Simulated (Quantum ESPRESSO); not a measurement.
Write the native input for Quantum ESPRESSO 7.5 that does the following.

```
Task                      : single point
Functional                : r2SCAN0
Potentials or basis       : SG15 PBE 1.2
Cutoff                    : 952 eV
Density cutoff            : 3810 eV
k mesh                    : 5 × 5 × 5
Occupations               : fixed
Spin                      : no spin polarisation
q mesh for exact exchange : 5 × 5 × 5
Cutoff for exact exchange : 1904.8 eV
Symmetry                  : off
Mixing beta               : 0.5
Most SCF iterations       : 120
SCF threshold             : 1e-07 Ry
```

Crystal: NaCl.

```
Cl Na
1.0
     3.50219    0.00000    0.00000
     0.00000    3.50219    0.00000
     0.00000    0.00000    3.50219
Cl Na
1 1
Direct
  0.50000 0.50000 0.50000
  0.00000 0.00000 0.00000
```

Measurements of this composition are mostly on another form, of space group No. 225.

These files were run (other wordings do the same):

pw.in

```
&CONTROL
  calculation = 'scf'
  prefix = 'pwscf'
  outdir = './tmp'
  pseudo_dir = './pseudo'
  tprnfor = .true.
  disk_io = 'nowf'
/
&SYSTEM
  ibrav = 0
  nat = 2
  ntyp = 2
  ecutwfc = 70
  nbnd = 12
  input_dft = 'XC-000I-000I-000I-000I-000I-660L'
  occupations = 'fixed'
  nqx1 = 5
  nqx2 = 5
  nqx3 = 5
  ecutfock = 140
  nosym = .true.
/
&ELECTRONS
  conv_thr = 1d-07
  electron_maxstep = 120
  mixing_beta = 0.5
  adaptive_thr = .true.
/
ATOMIC_SPECIES
Cl    35.4500 Cl_ONCV_PBE-1.2.upf
Na    22.9898 Na_ONCV_PBE-1.2.upf
CELL_PARAMETERS angstrom
   3.5021900000    0.0000000000    0.0000000000
   0.0000000000    3.5021900000    0.0000000000
   0.0000000000    0.0000000000    3.5021900000
ATOMIC_POSITIONS crystal
Cl     0.5000000000    0.5000000000    0.5000000000
Na     0.0000000000    0.0000000000    0.0000000000
K_POINTS automatic
5 5 5 0 0 0
```

Potentials or basis: SG15 PBE 1.2.

Command:

```console
$ OMP_NUM_THREADS=1 mpirun -n 2 pw.x -nk 2 -in pw.in > pw.out
```

Results of the run:

```json
{"Band gap on the k mesh": "6.46 eV, indirect (least direct gap 6.95 eV)"}
```

Caveat: this potential file gives levels or pressures that part from those of other sets; an odd mesh through Γ misses points on the zone boundary, where band edges often lie.

Wall time 19 min on 2 MPI ranks on Arm Neoverse V1, with other jobs on the host, peak memory 1.4 GiB a rank.
